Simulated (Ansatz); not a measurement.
## A series in volume scale on HfN

Results calculated with Ansatz 0.2.0, not measured. Periodic Kohn-Sham DFT of a crystal at fixed atoms, scaled to volume_scale times the given cell; pressure positive in compression, energy less spherical unpolarised free atoms, largest_vzz the field gradient of largest size among the nuclei.

The cell before it is scaled or strained (space group Fm-3m, No. 225):
```
cell vectors (Å)
   0.0000     2.2590     2.2590
   2.2590     0.0000     2.2590
   2.2590     2.2590     0.0000
atoms (fractions of the cell vectors)
Hf  0.00000  0.00000  0.00000
N   0.50000  0.50000  0.50000
```

Settings of every row: method frozen-core PAW; functional PBE; relativity scalar; k mesh 10x10x10; filling fermi-dirac; smearing width 0.03 eV; wave cutoff 420 eV; paw set soft_2.

Atom start moment: 0 on all atoms.

Limits: no spin-orbit coupling on heavy atoms.

```
row  volume scale  V (Å³/atom)  pressure (GPa)
  1          0.94       10.836          25.562
  2          0.98       11.297          11.465
  3          0.99       11.413           8.373
  4             1       11.528               ?
  5          1.01       11.643           2.653
  6          1.06        12.22          -9.316
```

Question: what pressure should row 4 give?

Worked fit of pressure. Take u = (V_r/V)^(2/3) − 1 with V_r = 11.413 Å³ an atom, which is twice the finite (Eulerian) strain; such expansions in the strain, on which the Birch-Murnaghan equation of state is built, carry the rest volume and the bulk modulus. The shown rows have u = 0.03519, 0.00683, 0, -0.01321, -0.04453. Least squares give pressure = 8.3657 + 448.169 × u + 1148.5 × u² GPa; a straight line predicts inner rows, each left out in turn, worse (root mean square 0.89 against 0.016 GPa). The rows lie off it by 0.003, -0.015, 0.007, 0.007, -0.002 (root mean square 0.0082 GPa). The pressure vanishes at u = -0.0197, or V = 11.76 Å³ an atom, and there the bulk modulus at fixed shape and fractions is B = −V dP/dV = (2/3)(1 + u) dP/du = 263 GPa. The withheld row has u = -0.00666, so the fit gives 8.3657 + 448.169 × (-0.00666) + 1148.5 × (-0.00666)² = 5.432 GPa.

The calculation gave 5.439 GPa. The fit lies 0.007 GPa (0.02 % of the column's range) below it; its largest miss of a shown row is 0.015 GPa.
